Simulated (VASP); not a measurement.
Crystal: BAs.

```
B As
1.0
     2.93437    0.00000    0.00000
     0.00000    2.93437    0.00000
     0.00000    0.00000    2.93437
B As
1 1
Cartesian
  1.4672 1.4672 1.4672
  0.0000 0.0000 0.0000
```

The cell was built by a generator and needn't be a form met in nature.

```yaml
Program: VASP 6.6.1
Task: relaxation of cell and atoms
Functional: optB88-vdW
Potentials_or_basis: VASP PAW PBE potentials, release 64 (B, As)
Cutoff: 600 eV
k_mesh: 9 × 9 × 9
Occupations: fermi-dirac, width 0.05 eV
Spin: no spin polarisation
```

At the start: pressure 5.2 GPa; volume 12.63 Å³/atom.

Task: Where does the relaxation end?

Result: Over 3 steps the energy falls by 10.3 meV/atom and the volume is 13.30 Å³/atom (+5.3 %); space group Pm-3m (No. 221, to 0.05 Å).

The path:
| step | energy change (eV) | largest force (eV/Å) | pressure (GPa) | volume (Å³) |
| --- | --- | --- | --- | --- |
| 1 | 0.0000 | 0.0000 | 5.17 | 25.27 |
| 2 | -0.0203 | 0.0000 | -0.62 | 26.79 |
| 3 | -0.0207 | 0.0000 | 0.01 | 26.60 |

Final structure:
```yaml
crystal:
  lattice:
    - [2.98511, 0.00000, 0.00000]
    - [0.00000, 2.98511, 0.00000]
    - [0.00000, 0.00000, 2.98511]
  atoms:
    - { symbol: B, position: [0.50000, 0.50000, 0.50000] }
    - { symbol: As, position: [0.00000, 0.00000, 0.00000] }
```

Caveat: the PAW data sets were made with another functional, which shifts forces and pressure a little.
